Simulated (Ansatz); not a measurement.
ZrH:

```xyz
2
Lattice="-1.6439 1.6439 2.5044 1.6439 -1.6439 2.5044 1.6439 1.6439 -2.5044" Properties=species:S:1:pos:R:3 pbc="T T T"
Zr    0.0000    0.0000    0.0000
H     0.0000    1.6439    1.2522
```

The cell comes from a database or a generator and needn't be the stable form of this composition.

Base run:

```yaml
Program: Ansatz 0.2.0
Functional: LDA
Potentials_or_basis: Ansatz PAW
Cutoff: "420 eV (not typed: the program's choice for these potentials)"
k_mesh: 11 × 11 × 11
Occupations: fermi-dirac, width 0.05 eV
Spin: no spin polarisation
```

Its results: band gap on the k mesh none (metal or under the smearing width); pressure -6.6 GPa.

Question: The run is repeated on the same cell with these changes: hubbard terms from none to Zr d U = 2 eV; hubbard projectors from none to ortho-atomic (the default). What comes out?

Answer: Band gap on the k mesh none (metal or under the smearing width); pressure -4.9 GPa.

Caveats: the PAW data sets come from PBE, with cores solved anew for the run's functional, which leaves a small shift of forces and pressure; U without spin polarisation on a metal has little footing (some runs); the U is typed as a test and isn't derived for this compound (some runs).
